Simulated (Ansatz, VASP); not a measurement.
Two plane-wave programs on Y

Contents of INCAR:

```
PREC = Accurate
ENCUT = 520
EDIFF = 1E-6
ISMEAR = -1
SIGMA = 0.1
LREAL = F
LASPH = T
NELM = 100
ALGO = Normal
ISIF = 2
LWAVE = F
LCHARG = F
GGA = RP
NBANDS = 12
```

Contents of KPOINTS:

```
Automatic mesh
0
Gamma
  12 12 12
```

File POSCAR:

```
Y
1.0
   -2.0221692187      2.0221692187      2.0221692187
    2.0221692187     -2.0221692187      2.0221692187
    2.0221692187      2.0221692187     -2.0221692187
Y
1
Direct
    0.0000000000      0.0000000000      0.0000000000
```

Input for Ansatz:

```yaml
crystal:
  lattice:
    - [-2.0221692187, 2.0221692187, 2.0221692187]
    - [2.0221692187, -2.0221692187, 2.0221692187]
    - [2.0221692187, 2.0221692187, -2.0221692187]
  atoms:
    - { symbol: "Y", position: [0.0, 0.0, 0.0] }
hamiltonian:
  xc: rpbe
  pseudopotentials:
    kind: paw
    azcp:
      "Y": "pseudopotentials/Y.paw.azcp"
basis:
  ecutwfc: 420
  fft_grid_basis: typed
kpoints:
  mp_grid: { grid: [12, 12, 12], shift: [0, 0, 0] }
magnetization:
  spin_polarized: false
scf:
  occupations: { method: fermi_dirac, width: 0.1 }
  lower_state_search: "off"
output:
  stress: true
```

Alike in both runs: task single point; functional RPBE; k mesh 12 × 12 × 12; occupations fermi-dirac, width 0.1 eV; no spin polarisation.

```csv
,VASP,Ansatz
version,VASP 6.6.1,Ansatz 0.2.0
potentials or method,"VASP PAW PBE potentials, release 64 (Y_sv)","plane waves (420 eV) with PAW, scalar-relativistic"
plane-wave cutoff (eV),520,420
valence electrons in the cell,11,11
```

Ansatz gave:

```
pressure (GPa) : 1.6
```

What did VASP give for the same quantities?

Pressure (GPa): 1.5.

Caveats: the PAW data sets were made with another functional, which shifts forces and pressure a little (VASP).
